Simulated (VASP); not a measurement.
Here is a VASP 6.6.1 calculation.

File INCAR:

```
SYSTEM = GaN
  PREC = Accurate
  ENCUT = 600
  EDIFF = 1E-8
  ISMEAR = 0
  SIGMA = 0.03
  LREAL = .False.
  LASPH = .True.
  NELM = 80
  ALGO = Normal
  ISIF = 2
  LWAVE = .False.
  LCHARG = .False.
  LEPSILON = .True.
```

Contents of KPOINTS:

```
regular mesh
0
Monkhorst
  18 18 18
  0 0 0
```

Contents of POSCAR:

```
GaN                                     
1.0
    0.0000000000      2.2314186278      2.2314186278
    2.2314186278      0.0000000000      2.2314186278
    2.2314186278      2.2314186278      0.0000000000
  Ga              N             
     1     1
Direct
     0.0000000000000000    0.0000000000000000    0.0000000000000000
     0.7500000000000000    0.7500000000000000    0.7500000000000000
```

Potentials or basis: VASP PAW LDA potentials, release 64 (Ga_d, N).

The run is started by

```console
$ cat potpaw_LDA.64/Ga_d/POTCAR potpaw_LDA.64/N/POTCAR > POTCAR
$ mpirun -np 1 vasp_std > vasp.out
```

Question: Estimate the electronic dielectric tensor (diagonal).

Answer: 5.72.

Question: Estimate the Born charges (mean of the diagonal).

Answer: Ga +2.63; N -2.63 e.

Born effective charge tensors (e):
atom 1, Ga
```
2.63 0.00 0.00
0.00 2.63 0.00
0.00 0.00 2.63
```
atom 2, N
```
-2.63  0.00  0.00
 0.00 -2.63  0.00
 0.00  0.00 -2.63
```
